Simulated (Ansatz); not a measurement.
The cell is an 8-atom cell of Hg (Pm-3n) from a materials database; cell and atoms were relaxed with r2SCAN+rVV10. The symmetry is Pm-3n (No. 223, cubic); a = 5.855 Å in the conventional setting, 25.08 Å³ an atom. Hg has 12 Hg at 3.27 Å; Hg has 6 Hg at 2.93–3.27 Å.

```cif
data_structure
_symmetry_space_group_name_H-M 'Pm-3n'
_symmetry_Int_Tables_number 223
_cell_length_a 5.8546
_cell_length_b 5.8546
_cell_length_c 5.8546
_cell_angle_alpha 90.000
_cell_angle_beta 90.000
_cell_angle_gamma 90.000
_cell_volume 200.67
loop_
_atom_site_label
_atom_site_type_symbol
_atom_site_symmetry_multiplicity
_atom_site_Wyckoff_symbol
_atom_site_fract_x
_atom_site_fract_y
_atom_site_fract_z
_atom_site_occupancy
Hg1 Hg 2 a 0.00000 0.00000 0.00000 1
Hg2 Hg 6 c 0.50000 0.25000 0.00000 1
```

The questions ask for values computed with the plane-wave code Ansatz on this geometry. (Simulation; no magnetic order is allowed.)

**Question.** Is there a gap with PBE, and of what kind?

**Answer.** PBE gives no gap: the lowest nominally empty band dips 0.77 eV below the top of the last filled one (its bottom at X, the top at Γ), so the cell is a metal or semimetal at this level.

**Question.** How does the gap change from PBE to PBE+SOC (4×4×4)?

**Answer.** With PBE+SOC the bands overlap by 0.87 eV (counted from 1, band 160 peaks at Γ and band 161 bottoms out at X): no gap.

**Question.** Estimate the gap with r2SCAN on 4×4×4.

**Answer.** With r2SCAN the bands overlap by 0.58 eV (counted from 1, band 80 peaks at Γ and band 81 bottoms out at X): no gap.

Only the levels marked +SOC include spin-orbit coupling.
